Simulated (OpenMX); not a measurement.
Zr: single point with PBE

Crystal: Zr.

```
Zr
1.0
     3.16736    0.00000    0.00000
    -1.58368    2.74301    0.00000
     0.00000    0.00000    5.14700
Zr
2
Direct
  0.66667 0.33333 0.75000
  0.33333 0.66667 0.25000
```

```json
{
  "Program": "OpenMX 3.8.5",
  "Task": "single point",
  "Functional": "PBE",
  "Potentials or basis": "OpenMX 2013 PBE set, Zr7.0-s3p2d2, grid cutoff 400 Ry",
  "k mesh": "7 × 7 × 5",
  "Occupations": "fermi-dirac, width 0.05 eV",
  "Spin": "no spin polarisation",
  "Mixing scheme": "rmm-diisk",
  "SCF threshold": "1e-08 Ha",
  "Solver": "band",
  "Max SCF cycles": "100"
}
```

```yaml
Pressure: 5.7 GPa
Largest_force: 0.005 eV/Å
Band_gap_on_the_k_mesh: none (metal or under the smearing width)
```

Forces in eV/Å, atoms in the order of the input:
```
Zr   0.002 -0.004  0.001
Zr  -0.002  0.004 -0.001
```

Levels at points of the mesh, in eV from the Fermi level:
```tsv
k point	band 10	band 11	band 12	band 13	band 14	band 15
(0.00, 0.00, 0.00)	-3.23	0.83	0.85	0.86	1.07	1.55
```

It took 83 s on 1 thread of Intel(R) Xeon(R) 6975P-C (Granite Rapids), on a shared host, peak memory 0.58 GiB.

Caveat: the basis of atomic orbitals isn't converged, which shifts pressures, moduli and gaps.
